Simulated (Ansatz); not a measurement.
**Se: stress in a strained cell**

Aim: deform Se (equal xx and yy strain of +2 %) and compute stress, forces and field gradients with LAPW, PAW and all-electron datasets made for the crystal.

Program: Ansatz 0.2.0. Level of theory: DFT PBE, scalar-relativistic. These are calculated values, not measurements.

## Step 1: The starting structure

The structure is trigonal, space group P3_121 (No. 152). Conventional cell: a = 4.366 Å, b = 4.366 Å, c = 4.954 Å, α = 90.00°, β = 90.00°, γ = 120.00°. Se (site symmetry 2) is surrounded by 2 Se at 2.37 Å.

As a file:

```cif
data_structure
_symmetry_space_group_name_H-M 'P 1'
_symmetry_Int_Tables_number 1
_cell_length_a 4.3662
_cell_length_b 4.3662
_cell_length_c 4.9536
_cell_angle_alpha 90.000
_cell_angle_beta 90.000
_cell_angle_gamma 120.000
_cell_volume 81.78
loop_
_atom_site_label
_atom_site_type_symbol
_atom_site_fract_x
_atom_site_fract_y
_atom_site_fract_z
_atom_site_occupancy
Se1 Se 0.22540 0.00000 0.33333 1
Se2 Se 0.00000 0.22540 0.66667 1
Se3 Se 0.77460 0.77460 0.00000 1
```

Atoms are numbered in the order of the input: Se1, Se2, Se3.

## Step 2: After the deformation

Space group P3_121 before, P3_121 after.

## Step 3: LAPW, all electrons

input.yaml

```yaml
crystal:
  lattice:
    - [4.4535239479, 0.0, 0.0]
    - [-2.226761974, 3.8568648753, 0.0]
    - [0.0, 0.0, 4.9536]
  atoms:
    - { symbol: Se, position: [0.2254, 0.0, 0.3333333333] }
    - { symbol: Se, position: [0.0, 0.2254, 0.6666666667] }
    - { symbol: Se, position: [0.7746, 0.7746, 0.0] }
kpoints:
  mp_grid: { grid: [6, 6, 5] }
  band_path:
    path:
      - [0.0, 0.0, 0.0]
      - [0.5, 0.0, 0.0]
      - [0.3333333333, 0.3333333333, 0.0]
      - [0.0, 0.0, 0.0]
      - [0.0, 0.0, 0.5]
      - [0.5, 0.0, 0.5]
      - [0.3333333333, 0.3333333333, 0.5]
      - [0.0, 0.0, 0.5]
      - [0.5, 0.0, 0.5]
    npoints: 5
scf:
  occupations: { method: fermi_dirac, width: 0.03 }
hamiltonian:
  xc: pbe
  pseudopotentials: { kind: all_electron, lapw: { basis_error: 0.001 } }
output:
  forces: true
  stress: true
  eigenvalues: true
```

The run is started by

```bash
> ansatz run input.yaml --threads 1 --pin off --max-ram 4096MiB --backend cpu --events-out ev --progress --plain --runs-dir out
```

## Step 4: PAW with frozen cores

input.yaml

```yaml
crystal:
  lattice:
    - [4.4535239479, 0.0, 0.0]
    - [-2.226761974, 3.8568648753, 0.0]
    - [0.0, 0.0, 4.9536]
  atoms:
    - { symbol: Se, position: [0.2254, 0.0, 0.3333333333] }
    - { symbol: Se, position: [0.0, 0.2254, 0.6666666667] }
    - { symbol: Se, position: [0.7746, 0.7746, 0.0] }
kpoints:
  mp_grid: { grid: [6, 6, 5] }
scf:
  occupations: { method: fermi_dirac, width: 0.03 }
hamiltonian:
  xc: pbe
  pseudopotentials: { kind: paw }
output:
  forces: true
  stress: true
  eigenvalues: true
  efg: { contact_densities: true }
```

## Step 5: All-electron PAW on datasets made for the crystal

input.yaml: that of step 4 with these lines changed.

```diff
@@ -15,3 +15,3 @@
   xc: pbe
-  pseudopotentials: { kind: paw }
+  pseudopotentials: { kind: all_electron, datasets: crystal }
 output:
```

(Steps that only read results are left out.)

What does the calculation give? Wanted: pressure; largest shear or deviatoric stress.

**Answer**, as computed:

| quantity | value |
| --- | --- |
| pressure | LAPW 0.90, PAW 0.91, crystal datasets 0.90 GPa |
| largest shear or deviatoric stress (LAPW) | 0.83 GPa |

In words: The largest part of the stress beyond the pressure is 0.83 GPa in size, in the zz component; the atoms are carried along and not relaxed. No run of the undeformed cell stands beside it, so the pressure holds what the given cell had before the change. PAW: stress within 0.01 GPa of LAPW, forces within 5 meV/Å. Crystal datasets: stress within 0.01 GPa of LAPW, forces within 1 meV/Å.
